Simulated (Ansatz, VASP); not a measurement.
## One calculation of SiC, two programs

POSCAR

```
SiC
1.0
    0.0000000000      2.1780523469      2.1780523469
    2.1780523469      0.0000000000      2.1780523469
    2.1780523469      2.1780523469      0.0000000000
Si C
1 1
Direct
    0.0000000000      0.0000000000      0.0000000000
    0.2500000000      0.2500000000      0.2500000000
```

The input INCAR.step1:

```
PREC = Accurate
ENCUT = 520
ISMEAR = 0
SIGMA = 0.01
LREAL = F
LASPH = T
NELM = 100
NBANDS = 11
GGA = PE
ALGO = Normal
EDIFF = 1E-4
LWAVE = T
LCHARG = F
```

File INCAR.step2:

```
PREC = Accurate
ENCUT = 520
EDIFF = 1E-6
ISMEAR = 0
SIGMA = 0.01
LREAL = F
LASPH = T
NELM = 100
ALGO = Normal
ISIF = 2
LWAVE = F
LCHARG = F
METAGGA = R2SCAN
LMIXTAU = T
NBANDS = 11
ISTART = 1
```

Contents of KPOINTS:

```
regular mesh
0
Gamma
  10 10 10
```

Input for Ansatz:

```yaml
crystal:
  lattice:
    - [0.0, 2.1780523469, 2.1780523469]
    - [2.1780523469, 0.0, 2.1780523469]
    - [2.1780523469, 2.1780523469, 0.0]
  atoms:
    - { symbol: Si, position: [0.0, 0.0, 0.0] }
    - { symbol: C, position: [0.25, 0.25, 0.25] }
kpoints:
  mp_grid: { grid: [10, 10, 10] }
  band_path:
    path:
      - [0.0, 0.0, 0.0]
      - [-0.5, -0.5, 0.0]
      - [-0.375, -0.375, 0.25]
      - [-0.375, 0.0, 0.375]
      - [0.0, 0.0, 0.5]
      - [-0.5, -0.25, 0.25]
      - [0.0, 0.5, 0.5]
    npoints: 1
hamiltonian:
  xc: r2scan
scf:
  occupations: { method: fixed }
  n_extra_bands: 4
output:
  forces: true
  stress: true
  eigenvalues: true
```

Alike in both runs: task single point; functional r2SCAN; k mesh 10 × 10 × 10; no spin polarisation.

|  | VASP | Ansatz |
| --- | --- | --- |
| version | VASP 6.6.1 | Ansatz 0.2.0 |
| potentials or method | VASP PAW PBE potentials, release 64 (Si, C) | plane waves, PAW |
| plane-wave cutoff (eV) | 520 | 500 |
| occupations | gaussian, width 0.01 eV | fixed |
| valence electrons in the cell | 8 | 8 |

|  | VASP | Ansatz | Ansatz less VASP |
| --- | --- | --- | --- |
| gap on the k mesh at the Fermi level (eV) | 1.72 | 1.71 | -0.011 |
| pressure (GPa) | -0.1 | 0.0 | +0.17 |

Caveats: the PAW data sets were made with another functional, which shifts forces and pressure a little (VASP). r2SCAN opens gaps a little over a GGA but as a rule still falls short of measured ones. A k mesh can miss the band edges.
